Pull the atoms of a metal apart evenly and the lattice pulls back. In manganese something else changes too, because each atom carries a magnetic moment that depends on how close its neighbours are. If the cell is stretched by 8 and then 12 % in volume, how large do the moments become, and how hard does the lattice pull? And what would it do if its moments were switched off?

Simple cubic Mn in Ansatz 0.2.0 (DFT, RPBE, scalar-relativistic plane-wave PAW, cutoff 420 eV); each start has its own relaxed cell, scaled uniformly. Fermi-Dirac smearing is 0.05 eV (antiferromagnetic, k mesh 13×13×13) or 0.1 eV (non-magnetic, 15×15×15). Pressure is positive in compression and includes the electronic entropy term.

```csv
volume scale,"pressure, antiferromagnetic start (GPa)","largest site moment, antiferromagnetic start (μB)","pressure, non-magnetic start (GPa)"
0.88,13.02,2.10,32.86
0.92,7.36,2.27,19.45
0.96,3.07,2.43,8.65
1,0.01,2.59,-0.06
1.04,-2.17,2.74,-7.09
1.08,?,?,?
1.12,?,?,?
```

The volume scale is the volume divided by that of the relaxed cell. The moment is the largest one on any site, in Bohr magnetons (μB). The magnetic runs start with spins that alternate from neighbour to neighbour, and in the known rows they still alternate at the end. No other magnetic order is compared here. In the non-magnetic column the calculation forbids moments, so it serves as a control. The atomic datasets were made for the PBE functional, not for RPBE, which adds some uncertainty to all values. Simple cubic is not the structure of real manganese, whose stable crystal is far more complicated; here it is a clean test lattice.

Start at the top, with the cell squeezed to 0.88. The moment is 2.10 μB, against 2.59 μB in the relaxed cell, so compression weakens the magnetism but does not destroy it. Going down the known rows, each step of 0.04 in scale adds about 0.16 μB, with no jump.

Two limits explain the direction. In a free manganese atom the five d electrons line up their spins, which gives 5 μB. In a very dense crystal the d orbitals overlap strongly and their levels spread into a wide band. Lining up spins then means lifting electrons to much higher levels, and the moment dies. Any real spacing lies between these limits, and expansion moves the metal towards the atom.

That picture can be turned into a formula. In the standard theory of d bands, the band width falls as a power of the volume, so equal steps in the logarithm of the volume narrow the band by equal fractions. I assume that each such step adds the same moment. A line of this kind, fitted to the five known rows, reads

moment = 2.59 + 3.83 × ln(volume scale), in μB.

It cannot hold in either limit, since it has no ceiling at the atomic value and knows nothing of a sudden collapse. It is meant for modest changes of volume.

The top row also shows what the moments do to the pressure. Equal scales are not equal volumes: the relaxed magnetic cell has 14.35 Å³ per atom, the non-magnetic one 12.21 Å³. The magnetic cell at scale 0.88 therefore has 0.88 × 14.35 = 12.63 Å³, which in the non-magnetic column falls between scales 1 and 1.04.

At this one volume the magnetic lattice pushes outward with 13 GPa, while the non-magnetic lattice pulls inward with about 6 GPa. The difference, some 19 GPa, is the work of the moments. Pressure measures how fast the energy falls as the volume grows, so the energy gained by magnetism must increase on expansion, here by roughly 0.1 eV for each Å³. The two columns use different electronic smearing, which shifts the pressures slightly but not on this scale.

At scale 1 both lattices are at rest, the magnetic one with 17.5 % more volume. There the push of its moments is balanced by the pull of its stretched bonds. Around this row the pressures give the bulk modulus, the resistance to a change of volume. It is 65 GPa with moments and 197 GPa without, a factor of three.

There are two possible reasons for such a contrast. The magnetic lattice is larger, and bonds between more distant atoms are usually softer. Its moments can also adjust as the volume changes, and a system with something free to adjust resists less than one in which it is held fixed. To tell the two apart, the lattices have to be compared at the same volume.

The row at 1.04 begins the stretch. The non-magnetic lattice pulls back with 7.09 GPa, the magnetic one with 2.17 GPa. A third limit tells what must come later: atoms far apart do not pull on each other, so the tension has to reach a maximum and then fade. The approach to that maximum is already visible, because in both columns each step down the known rows changes the pressure by less than the step before.

For the pressures I use the Birch–Murnaghan equation, a standard expansion of the energy in the strain, carried to third order. A small constant is added because the relaxed cells are not exactly free of pressure. Its three constants are fitted to the five known rows of each column separately.

The moment at scale 1.12, a row outside the fit, can be worked out by hand. The logarithm of 1.12 is 0.113, and 3.83 × 0.113 = 0.43. Added to 2.59 this gives 3.02 μB. A straight line in the volume itself would give 3.06 μB, so the choice of formula matters little over this distance.

The forecasts are:

- **Moment:** 2.88 ± 0.03 μB at scale 1.08 and 3.02 ± 0.05 μB at 1.12, with no jump.
- **Pressure with moments:** −3.8 ± 0.3 and −4.8 ± 0.5 GPa.
- **Pressure without moments:** −12.8 ± 0.2 and −17.4 ± 0.5 GPa.
- **Shape of the curves:** both tensions still grow, each step adding less.
- **Bulk modulus without moments, between scales 1.04 and 1.08:** 151 ± 6 GPa, above the magnetic value at nearly the same volume.

The ranges are judgements, set wider than the errors of the fits because these rows lie beyond the data. A switch to another magnetic state would break them.

The withheld rows as computed:

```csv
volume scale,"pressure, antiferromagnetic start (GPa)","largest site moment, antiferromagnetic start (μB)","pressure, non-magnetic start (GPa)"
1.08,-3.72,2.89,-12.76
1.12,-4.84,3.04,-17.32
```

Every value falls inside its range. The moment keeps growing smoothly, and both tensions rise by ever smaller steps. Both new magnetic runs also end with the alternating spins they started from, so the switch to another magnetic state that would have broken the forecasts did not occur.

The moments show where the simple picture begins to strain. The computed 3.04 μB at scale 1.12 lies 0.02 μB above the forecast, between the logarithmic and the straight line. Before rounding, the last two steps add 0.151 and 0.143 μB. They shrink, as a logarithm requires, but each is slightly larger than the formula gives. Equal narrowing of the band thus seems to buy slightly more moment in the stretched lattice than in the squeezed one, though these rows do not reveal why.

The pressures miss by less than 0.1 GPa, well inside their ranges. The almost exact hit for the magnetic lattice at 1.12 should not be taken as the accuracy of the method. When single known rows are left out of that fit and predicted from the others, the typical error is 0.13 GPa. The printed output after this text gives the fits and each miss.

The new rows also help with the question of softness, because they carry the non-magnetic lattice to volumes that the squeezed magnetic lattice covers. Near 12.9 Å³ the bulk modulus is 150 GPa without moments and 127 GPa with them. At this shared volume, then, the magnetic lattice is softer by only about 15 %, not by a factor of three.

The factor of three can be followed as a path. Expanding the non-magnetic lattice from rest to 12.9 Å³ lowers its bulk modulus from 197 to 150 GPa. Switching on the moments at that volume takes it to 127 GPa. Letting the magnetic lattice expand to its own resting volume then halves it, to 65 GPa.

Along this path, most of the softness therefore arrives with the extra volume. But it is magnetism that creates this volume, through the outward push seen in the first row. The direct softening at fixed volume is the smaller part, and it agrees with the idea of moments that adjust. It is not a pure measure of that effect, since the control has no moments at all rather than moments held at a fixed size. Nor is it constant: between 13.4 and 13.5 Å³ the bulk modulus is about 125 GPa without moments and 101 GPa with them, a wider gap in proportion than at 12.9 Å³. Part of the last halving therefore belongs to the moments as well.

The last row shows where this leads. At scale 1.12 the non-magnetic lattice pulls 3.6 times as hard as the magnetic one, compared with 3.3 times at 1.04. Between the last two rows the bulk modulus of the magnetic lattice is down to 31 GPa, about half its value at rest. It would reach zero at the greatest tension, so the magnetic lattice is well on its way there.

The order of causes is the part to remember. Moments that grow with volume push the atoms apart, and the wider spacing makes the lattice soft. A calculation of this lattice that leaves the moments out gets the volume wrong first, and the stiffness goes wrong largely as a consequence.

The analysis program printed:

```
fit of m on 5 rows: constant 2.589 +/- 0.00096, coefficient of lnx 3.832 +/- 0.013; rms 0.00135, worst 0.96 0.00267, leave-one-out rms 0.00196
  rows outside the fit (model, value, miss): 1.08 2.884, 2.89, -0.00597; 1.12 3.023, 3.04, -0.0166
fit of pa on 5 rows: coefficient of shape 65.1 +/- 0.73, coefficient of bend 307.5 +/- 19, constant 0.02926 +/- 0.028; rms 0.03, worst 0.92 -0.0504, leave-one-out rms 0.13
  rows outside the fit (model, value, miss): 1.08 -3.759, -3.72, -0.0395; 1.12 -4.843, -4.84, -0.00298
fit of pn on 5 rows: coefficient of shape 195.3 +/- 0.11, coefficient of bend 91.18 +/- 2.8, constant -0.05444 +/- 0.004; rms 0.00436, worst 0.92 -0.00642, leave-one-out rms 0.0194
  rows outside the fit (model, value, miss): 1.08 -12.79, -12.76, -0.0311; 1.12 -17.4, -17.32, -0.0824
rival straight line in volume, moment at scale 1.08 (muB): 2.9
rival straight line in volume, moment at scale 1.12 (muB): 3.06
rest volume, magnetic above non-magnetic (%): 17.53
extra outward pressure of the magnetic state at its smallest volume (GPa): 19.1
stiffness around scale 1, antiferromagnetic (GPa): 65.5
stiffness around scale 1, non-magnetic (GPa): 196.7
stiffness, antiferromagnetic, scales 0.88 to 0.92, near 12.9 cubic angstrom (GPa): 127.3
stiffness forecast, non-magnetic, scales 1.04 to 1.08, near 12.9 cubic angstrom (GPa): 151
stiffness computed, non-magnetic, scales 1.04 to 1.08, near 12.9 cubic angstrom (GPa): 150.3
stiffness computed, antiferromagnetic, scales 1.08 to 1.12 (GPa): 30.8
tension at scale 1.12, non-magnetic over antiferromagnetic (ratio): 3.579
```
